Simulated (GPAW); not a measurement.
TiO2: band structure with optB88-vdW

**What was measured.**

“Shallow Valence Band of Rutile GeO2 and P-type Doping”, 2020, arxiv:2011.08928 quotes, for a bulk crystal of TiO2 at 1.6 K: band gap 3.03 eV (direct).

Crystal: TiO2.

```
CELL_PARAMETERS angstrom
4.59984 0.00000 0.00000
0.00000 4.59984 0.00000
0.00000 0.00000 2.95921
ATOMIC_POSITIONS crystal
Ti 0.00000 0.00000 0.50000
Ti 0.50000 0.50000 0.00000
O 0.30432 0.30432 0.50000
O 0.69568 0.69568 0.50000
O 0.19568 0.80432 0.00000
O 0.80432 0.19568 0.00000
```

The cell is a database's computed one.

* Program: GPAW 26.7.0
* Task: band structure
* Functional: optB88-vdW
* Potentials or basis: GPAW PAW data sets (gpaw-data 1.2.1)
* Cutoff: 800 eV
* Basis: pw
* k mesh: 4 × 4 × 6
* Occupations: fermi-dirac, width 0.05 eV
* Spin: no spin polarisation
* Maxiter: 150
* older calculator (legacy_gpaw): yes
* Band path: GXMGZRAZ,XR,MA
* Band points: 80

```yaml
Largest_force: 0.084 eV/Å
Band_gap_on_the_k_mesh: 1.85 eV, direct
Band_gap_along_the_path: 1.85 eV, direct
```

Forces on the atoms (eV/Å):
```
Ti   0.000  0.000  0.000
Ti   0.000  0.000  0.000
O   -0.060 -0.060  0.000
O    0.060  0.060  0.000
O    0.060 -0.060  0.000
O   -0.060  0.060  0.000
```

Levels at the corners of the path, in eV from the valence-band top:
```csv
point,band 22,band 23,band 24,band 25,band 26,band 27
Γ,-0.45,-0.45,0.00,1.85,2.15,2.36
X,-1.63,-0.73,-0.73,2.51,2.51,2.98
M,-1.30,-1.07,-1.07,1.89,1.89,2.49
Γ,-0.45,-0.45,0.00,1.85,2.15,2.36
Z,-2.35,-1.42,-1.42,2.93,2.93,3.13
R,-2.01,-1.03,-1.03,1.90,1.90,3.15
A,-1.28,-0.67,-0.67,2.56,2.56,3.17
Z,-2.35,-1.42,-1.42,2.93,2.93,3.13
X,-1.63,-0.73,-0.73,2.51,2.51,2.98
R,-2.01,-1.03,-1.03,1.90,1.90,3.15
M,-1.30,-1.07,-1.07,1.89,1.89,2.49
A,-1.28,-0.67,-0.67,2.56,2.56,3.17
```

Run time: 110 s on 1 thread of AMD EPYC 7R13 Processor (Zen 3) (shared host), peak memory 0.7 GiB.

Measured gap of TiO2: 3.03 eV (direct; 1.6 K; quoted in “Shallow Valence Band of Rutile GeO2 and P-type Doping”, 2020, arxiv:2011.08928). This calculation gives 1.85 eV (-1.18 eV). 2 values of this kind are on record in papers (3.03 to 3.05 eV); this one was drawn at random among those near their median. The value is that of optB88-vdW, without temperature or zero-point motion. The cell is a database's relaxed one, not the measured one, which moves gaps too.

Caveat: the k mesh is coarse; the PAW data sets were made with another functional, which shifts forces and pressure a little.
